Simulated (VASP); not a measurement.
# TePb (Fm-3m) in VASP: relaxation of cell and atoms with LDA

Aim: the relaxation of cell and atoms of TePb with LDA.

Everything below comes from runs of VASP 6.6.1. Logs are shortened: lines on timing, memory, paths and dates and some standing lists are left out, and cuts for length are marked.

## Step 1: The crystal as given

It takes space group Fm-3m (No. 225, cubic). Conventional cell: a = 6.542 Å, b = 6.542 Å, c = 6.542 Å, α = 90.00°, β = 90.00°, γ = 90.00°. Pb (site symmetry m-3m) is surrounded by 6 Te at 3.27 Å. Te (site symmetry m-3m) has 6 Pb at 3.27 Å as nearest neighbours.

The cell is a database's computed one.

## Step 2: Relaxation of cell and atoms, LDA

Contents of INCAR:

```
PREC = Accurate ; ENCUT = 300
EDIFF = 1E-6 ; ISMEAR = 0
SIGMA = 0.02 ; LREAL = F
LASPH = T ; NELM = 80
ALGO = Fast ; ISIF = 3
LWAVE = F ; LCHARG = F
IBRION = 2 ; NSW = 60
EDIFFG = -0.02
```

Contents of KPOINTS:

```
regular mesh
0
Gamma
  5 5 5
```

Contents of POSCAR:

```
TePb
1.0
    0.0000000000      3.2708968100      3.2708968100
    3.2708968100      0.0000000000      3.2708968100
    3.2708968100      3.2708968100      0.0000000000
Pb Te
1 1
Direct
    0.0000000000      0.0000000000      0.0000000000
    0.5000000000      0.5000000000      0.5000000000
```

Potentials or basis: VASP PAW LDA potentials, release 64 (Pb_d, Te).

The run is started by

```console
$ cat potpaw_LDA.64/Pb_d/POTCAR potpaw_LDA.64/Te/POTCAR > POTCAR
$ mpirun -np 1 vasp_std > vasp.out
```

OUTCAR:

```text
PREC = Accurate
   ENCUT = 300
   EDIFF = 1E-6
   ISMEAR = 0
   LREAL = F
   LASPH = T
   NELM = 80
   ISIF = 3
   IBRION = 2
   NSW = 60
   EDIFFG = -0.02

 ion  position               nearest neighbor table
   1  0.000  0.000  0.000-   2 3.27   2 3.27   2 3.27   2 3.27   2 3.27   2 3.27
   2  0.500  0.500  0.500-   1 3.27   1 3.27   1 3.27   1 3.27   1 3.27   1 3.27

  LATTYP: Found a face centered cubic cell.
 ALAT       =     6.5417936200

  Lattice vectors:

 A1 = (   0.0000000000,   3.2708968100,   3.2708968100)
 A2 = (   3.2708968100,   0.0000000000,   3.2708968100)
 A3 = (   3.2708968100,   3.2708968100,   0.0000000000)

Analysis of symmetry for initial positions (statically):
=====================================================================
 Subroutine PRICEL returns:
 Original cell was already a primitive cell.

 Routine SETGRP: Setting up the symmetry group for a
 face centered cubic supercell.

 Subroutine GETGRP returns: Found 48 space group operations
 (whereof 48 operations were pure point group operations)
 out of a pool of 48 trial point group operations.

The static configuration has the point symmetry O_h .

Analysis of symmetry for dynamics (positions and initial velocities):
=====================================================================
 Subroutine PRICEL returns:
 Original cell was already a primitive cell.

 Routine SETGRP: Setting up the symmetry group for a
 face centered cubic supercell.

 Subroutine GETGRP returns: Found 48 space group operations
 (whereof 48 operations were pure point group operations)
 out of a pool of 48 trial point group operations.

The dynamic configuration has the point symmetry O_h .

 Subroutine INISYM returns: Found 48 space group operations
 (whereof 48 operations are pure point group operations),
 and found     1 'primitive' translations

----------------------------------------------------------------------------------------

                                     Primitive cell

  volume of cell :      69.9891

  direct lattice vectors                    reciprocal lattice vectors
     0.000000000  3.270896810  3.270896810    -0.152863275  0.152863275  0.152863275
     3.270896810  0.000000000  3.270896810     0.152863275 -0.152863275  0.152863275
     3.270896810  3.270896810  0.000000000     0.152863275  0.152863275 -0.152863275

  length of vectors
     4.625746630  4.625746630  4.625746630     0.264766960  0.264766960  0.264766960

  position of ions in fractional coordinates (direct lattice)
     0.000000000  0.000000000  0.000000000
     0.500000000  0.500000000  0.500000000
[... 61 lines left out ...]
   NELM   =     80;   NELMIN=  2; NELMDL= -5     # of ELM steps
   EDIFF  = 0.1E-05   stopping-criterion for ELM
   LREAL  =      F    real-space projection
   EDIFFG = -.2E-01   stopping-criterion for IOM
   NSW    =     60    number of steps for IOM
   IBRION =      2    ionic relax: 0-MD 1-quasi-New 2-CG
   NFREE  =      1    steps in history (QN), initial steepest desc. (CG)
   ISIF   =      3    stress and relaxation
   ISYM   =      2    0-nonsym 1-usesym 2-fastsym
   POTIM  = 0.5000    time-step for ionic-motion
   TEBEG  =    0.0;   TEEND  =   0.0 temperature during run
   PSTRESS=    0.0 pullay stress
   NELECT =      20.0000    total number of electrons
   NUPDOWN=      -1.0000    fix difference up-down
   EMIN   =  10.00;   EMAX   =-10.00  energy-range for DOS
   EFERMI =   0.00;   METHOD = LEGACY
   ISMEAR =     0;   SIGMA  =   0.02  broadening in eV -4-tet -1-fermi 0-gaus
   EFERMI_NEDOS =   21; number of points for ismear=-14 and -15
   IALGO  =     68    algorithm
   IMIX   =      4    mixing-type and parameters
     AMIX     =   0.40;   BMIX     =  1.00
     AMIX_MAG =   1.60;   BMIX_MAG =  1.00
  volume/ion in A,a.u.               =      34.99       236.15
  Fermi-wavevector in a.u.,A,eV,Ry     =   1.078304  2.037700 15.820039  1.162740
  Thomas-Fermi vector in A             =   2.214239
   LORBIT       =      0    0 simple, 1 ext, 2 COOP (PROOUT), +10 PAW based schemes
   GGA     = CA    functional components
   LHFCALC =     F    Hartree Fock is set to
   AEXX    =    0.0000 exact exchange contribution
   IVDW    =     0    specifies the selected vdW correction
   LEPSILON=     F    determine dielectric tensor
   LRPA    =     F    only Hartree local field effects (RPA)
 conjugate gradient relaxation of ions
 non-spin polarized calculation
 RMM-DIIS sequential band-by-band and
 Gauss-broadening in eV      SIGMA  =   0.02
  energy-cutoff  :      300.00
  volume of cell :       69.99
 maximum number of plane-waves:       869
 NGX is ok and might be reduce to    28
   NGX = 13   NGY = 13   NGZ = 13

--------------------------------------- Ionic step        1  -------------------------------------------

 number of electron      20.0000004 magnetization

 Free energy of the ion-electron system (eV)
  ---------------------------------------------------
  ext. energy  EPLUGINS =         0.00000000
  ---------------------------------------------------
  free energy    TOTEN  =        -8.72624906 eV

  energy without entropy =       -8.72624906  energy(sigma->0) =       -8.72624906

------------------------ aborting loop because EDIFF is reached ----------------------------------------

  FORCE on cell =-STRESS in cart. coord.  units (eV):
  Direction    XX          YY          ZZ          XY          YZ          ZX
  --------------------------------------------------------------------------------------
  -------------------------------------------------------------------------------------
  Total       -1.4535810     -1.4535810     -1.4535810      0.0000000      0.0000000     -0.0000000
  in kB      -33.2750947    -33.2750947    -33.2750947      0.0000000      0.0000000     -0.0000000
  external PRESSURE =     -33.2750947 kB  Pullay stress =       0.0000000 kB
[... 59 lines left out ...]
--------------------------------------- Ionic step        3  -------------------------------------------

 number of electron      19.9999996 magnetization

 Free energy of the ion-electron system (eV)
  ---------------------------------------------------
  ext. energy  EPLUGINS =         0.00000000
  ---------------------------------------------------
  free energy    TOTEN  =        -8.78691038 eV

  energy without entropy =       -8.78691038  energy(sigma->0) =       -8.78691038

 E-fermi :   5.9253     XC(G=0):  -9.7694

 val. band max:        5.8091744194   @ k =  -0.2000   0.2000   0.0000
 cond. band min:       6.8996292282   @ k =   0.4000   0.0000   0.0000
 fundamental gap:      1.0904548088
 Fermi energy:         5.9252682066

 k-point     1 :       0.0000    0.0000    0.0000
  band No.  band energies     occupation
      1     -10.7441      2.00000
      2     -10.7441      2.00000
      3     -10.7262      2.00000
      4     -10.7262      2.00000
      5     -10.7262      2.00000
      6      -6.4323      2.00000
      7       0.4351      2.00000
      8       4.4817      2.00000
      9       4.4817      2.00000
     10       4.4817      2.00000
     11      10.0334      0.00000
     12      10.0334      0.00000
     13      10.0334      0.00000
     14      11.6799      0.00000
[... 180 lines left out ...]
  FREE ENERGIE OF THE ION-ELECTRON SYSTEM (eV)
  ---------------------------------------------------
  free  energy   TOTEN  =        -8.7869103756 eV

  energy  without entropy=       -8.7869103756  energy(sigma->0) =       -8.78691038

 reached required accuracy - stopping structural energy minimisation
```

OSZICAR:

```text
N       E                     dE             d eps       ncg     rms          rms(c)
DAV:   1     0.126410632449E+03    0.12641E+03   -0.70196E+03   296   0.919E+02
DAV:   2     0.102713150033E+00   -0.12631E+03   -0.12373E+03   286   0.286E+02
DAV:   3    -0.868670642020E+01   -0.87894E+01   -0.87198E+01   376   0.813E+01
[... 33 lines left out ...]
RMM:   7    -0.878690193096E+01    0.67355E-04   -0.34116E-04   313   0.268E-01    0.191E-02
RMM:   8    -0.878691158363E+01   -0.96527E-05   -0.11658E-04   323   0.966E-02    0.112E-02
RMM:   9    -0.878691657304E+01   -0.49894E-05   -0.21896E-05   308   0.481E-02    0.187E-02
RMM:  10    -0.878691093411E+01    0.56389E-05   -0.13517E-05   261   0.571E-02    0.859E-03
RMM:  11    -0.878691037561E+01    0.55850E-06   -0.30618E-06   203   0.222E-02
   3 F= -.87869104E+01 E0= -.87869104E+01  d E =-.606613E-01
```

CONTCAR:

```text
TePb
   1.00000000000000
     0.0000000000000000    3.1841003656276925    3.1841003656276925
     3.1841003656276925    0.0000000000000000    3.1841003656276925
     3.1841003656276925    3.1841003656276925    0.0000000000000000
  Pb              Te
     1     1
Direct
     0.0000000000000000    0.0000000000000000    0.0000000000000000
     0.5000000000000000    0.5000000000000000    0.5000000000000000

  0.00000000E+00  0.00000000E+00  0.00000000E+00
  0.00000000E+00  0.00000000E+00  0.00000000E+00
```

Wall time 9.3 s (1 thread of Intel Xeon Platinum 8559C (Emerald Rapids), shared host); peak memory 0.14 GiB.

What came out:

* Free energy: -8.7869 eV
* Relaxed volume: 32.28 Å³/atom
* Relaxed cell: a = 4.503 Å, b = 4.503 Å, c = 4.503 Å, α = 60.00°, β = 60.00°, γ = 60.00°
* Space group after relaxing (to 0.05 Å): Fm-3m (No. 225)
* Energy gained by relaxing: 30.3 meV/atom
* Ionic steps: 3
* Pressure after relaxing: 0.0 GPa

Step by step:
| step | energy change (eV) | largest force (eV/Å) | pressure (GPa) | volume (Å³) |
| --- | --- | --- | --- | --- |
| 1 | 0.0000 | 0.0000 | -3.33 | 69.99 |
| 2 | -0.0534 | 0.0000 | 1.39 | 62.88 |
| 3 | -0.0607 | 0.0000 | -0.01 | 64.56 |

Final structure:
```
Pb Te
1.0
     0.00000    3.18410    3.18410
     3.18410    0.00000    3.18410
     3.18410    3.18410    0.00000
Pb Te
1 1
Cartesian
  0.0000 0.0000 0.0000
  3.1841 3.1841 3.1841
```

Levels at points of the mesh, in eV from the Fermi level:
| k point | band 8 | band 9 | band 10 | band 11 | band 12 | band 13 |
| --- | --- | --- | --- | --- | --- | --- |
| (0.00, 0.00, 0.00) | -1.44 | -1.44 | -1.44 | 4.11 | 4.11 | 4.11 |

Caveat: this odd mesh misses L, where the gap lies, so gap, dielectric constants and Born charges aren't listed.
